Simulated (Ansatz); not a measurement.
Set up this calculation in Ansatz 0.2.0, as the native input.

- Task: phonons
- Functional: PBEsol
- Potentials or basis: Ansatz PAW
- Cutoff: 420 eV (not typed: the program's choice for these potentials)
- k mesh: 8 × 8 × 8
- Occupations: fermi-dirac, width 0.05 eV
- Spin: no spin polarisation
- q mesh: 4 × 4 × 4
- Path: [["G", "X", "W", "K", "G", "L", "U", "W", "L", "K"], ["U", "X"]]
- Points for each segment of the path: 8

Crystal: Pb.

```
Pb
1.0
     0.00000    2.47502    2.47502
     2.47502    0.00000    2.47502
     2.47502    2.47502    0.00000
Pb
1
Cartesian
  0.0000 0.0000 0.0000
```

The input as run:

input.yaml

```yaml
crystal:
  lattice:
    - [0.0, 2.47502, 2.47502]
    - [2.47502, 0.0, 2.47502]
    - [2.47502, 2.47502, 0.0]
  atoms:
    - { symbol: Pb, position: [0.0, 0.0, 0.0] }
hamiltonian:
  xc: pbesol
  pseudopotentials: { kind: paw }
kpoints:
  mp_grid: { grid: [8, 8, 8] }
scf:
  occupations: { method: fermi_dirac, width: 0.05 }
phonons:
  method: dfpt
  qmesh: [4, 4, 4]
  temperatures: { t_max: 1000, t_step: 100 }
  qpath:
    path:
      - [[0.0, 0.0, 0.0], [0.5, 0.0, 0.5], [0.5, 0.25, 0.75], [0.375, 0.375, 0.75], [0.0, 0.0, 0.0], [0.5, 0.5, 0.5], [0.625, 0.25, 0.625], [0.5, 0.25, 0.75], [0.5, 0.5, 0.5], [0.375, 0.375, 0.75]]
      - [[0.625, 0.25, 0.625], [0.5, 0.0, 0.5]]
    npoints: 8
```

Potentials or basis: Ansatz PAW.

Command:

```bash
$ ansatz run input.yaml --threads 2 --pin off --max-ram 5120MiB --backend cpu --events-out ev --progress --plain --runs-dir out
```

It gave:

```
Band gap on the k mesh   : none (metal or under the smearing width)
Highest phonon frequency : 76 cm⁻¹
```

Caveat: some levels weren't fully converged.

Wall time 36 s on 2 threads of Arm Neoverse V1 (shared host), peak memory 0.66 GiB.
